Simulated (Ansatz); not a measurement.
# TaN: the cost of one run

Method: DFT PBEsol, scalar-relativistic, plane waves, PAW, in Ansatz 0.2.0.

1 further run of the same task is left out (set aside as unsound or not needed).

### Step 1. The starting structure

It takes space group P-6m2 (No. 187, hexagonal). The conventional cell has a = 2.924 Å, b = 2.924 Å, c = 2.870 Å, α = 90.00°, β = 90.00°, γ = 120.00°. Ta (site symmetry -6m2) is surrounded by 6 N at 2.22 Å. N (site symmetry -6m2) has 6 Ta at 2.22 Å as nearest neighbours.

Coordinates:

```cif
data_structure
_symmetry_space_group_name_H-M 'P-6m2'
_symmetry_Int_Tables_number 187
_cell_length_a 2.9243
_cell_length_b 2.9243
_cell_length_c 2.8702
_cell_angle_alpha 90.000
_cell_angle_beta 90.000
_cell_angle_gamma 120.000
_cell_volume 21.26
loop_
_atom_site_label
_atom_site_type_symbol
_atom_site_symmetry_multiplicity
_atom_site_Wyckoff_symbol
_atom_site_fract_x
_atom_site_fract_y
_atom_site_fract_z
_atom_site_occupancy
Ta1 Ta 1 d 0.33333 0.66667 0.50000 1
N1 N 1 a 0.00000 0.00000 0.00000 1
```

It is the result of an earlier relaxation at this level (volume 10.63 Å³/atom; gap on the mesh: none (metal)).

### Step 2. Relaxing at 1 GPa

What is minimised here is the enthalpy; the energy can go up as the cell is squeezed.

Input file input.yaml:

```yaml
crystal:
  lattice:
    - [2.9242701618, 0.0, 0.0]
    - [-1.4621350809, 2.5324922476, 0.0]
    - [0.0, 0.0, 2.8701686383]
  atoms:
    - { symbol: Ta, position: [0.3333333333, 0.6666666667, 0.5] }
    - { symbol: "N", position: [0.0, 0.0, 0.0] }
basis:
  ecutwfc: 420
kpoints:
  mp_grid: { grid: [18, 18, 14] }
hamiltonian:
  xc: pbesol
scf:
  occupations: { method: fermi_dirac, width: 0.15 }
output:
  forces: true
  stress: true
  eigenvalues: true
relax:
  adjacent_minimum: "off"
  f_tol: 0.001
  max_steps: 60
  cell: { stress_tol: 0.02, p_target: 1.0 }
```

Started as:

```
> ansatz run input.yaml --threads 1 --pin off --max-ram 3072MiB --backend cpu --events-out ev --progress --plain --runs-dir out
```

What time and memory should one allow on 1 thread of Arm Neoverse V2, shared host?

About 42 s, with a peak of 0.4 GiB.
